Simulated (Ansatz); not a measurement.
P (layered bulk) (P6_3/mmc), computed twice by G0W0.

The structure is hexagonal, space group P6_3/mmc (No. 194). The conventional cell has a = 3.247 Å, b = 3.247 Å, c = 10.292 Å, α = 90.00°, β = 90.00°, γ = 120.00°. Nearest to P lie 3 P at 2.25 Å.

```yaml
crystal:
  lattice:
    - [3.24734, 0.00000, 0.00000]
    - [-1.62367, 2.81228, 0.00000]
    - [0.00000, 0.00000, 10.29223]
  atoms:
    - { symbol: P, position: [0.33333, 0.66667, 0.31056] }
    - { symbol: P, position: [0.66667, 0.33333, 0.18944] }
    - { symbol: P, position: [0.66667, 0.33333, 0.81056] }
    - { symbol: P, position: [0.33333, 0.66667, 0.68944] }
```

The structure was relaxed with PBE-D3(BJ). The runs that relaxed it are not among those shown.

The first (Ansatz 0.2.0; start PBE, 9×9×2 mesh, 392 empty bands, screening to 150 eV, PAW set soft_1 files; 1 × NVIDIA H100 80GB HBM3 (shared by 6 runs) with 3 threads of AMD EPYC 7R13 (Zen 3), shared host) gave, on its mesh: starting gap 0.93 eV, G0W0 gap 1.78 eV, RPA ε∞ (mean) 8.10, 1.8 min.

The second gave: starting gap 0.93 eV, G0W0 gap 1.67 eV, RPA ε∞ (mean) 8.30, 35 s.

Q: What was changed in the input? Choose among start, files, mesh, bands and cutoff, frequency model or another key.

Changed: empty bands from 392 to 99 and screening cutoff (eV) from 150.0 to 60. The starting gap stayed, which rules out the functional and points to the GW step. Other changes could give like numbers; this is the one that was made.

Limits: not at the basis limit; coarse k mesh.

[Paths, hosts, dates, memory and timing lines, banners, echoed tables and standing remarks are left out of the program output.]

[Logs are printed without paths, hosts, clocks, repeated set-up lines and the standing remarks that a program may print on its own settings, such as how far it seeks lower states.]

[Runs of the session that timed out or met a known fault of the program may be left out.]

[Cells called generated may have been cut or substituted from an entry of the Crystallography Open Database or the Materials Project.]

[Hosts, paths, dates, database ids (printed as entryN), source tags and the programs' standing remarks are cut or masked in the printed files.]
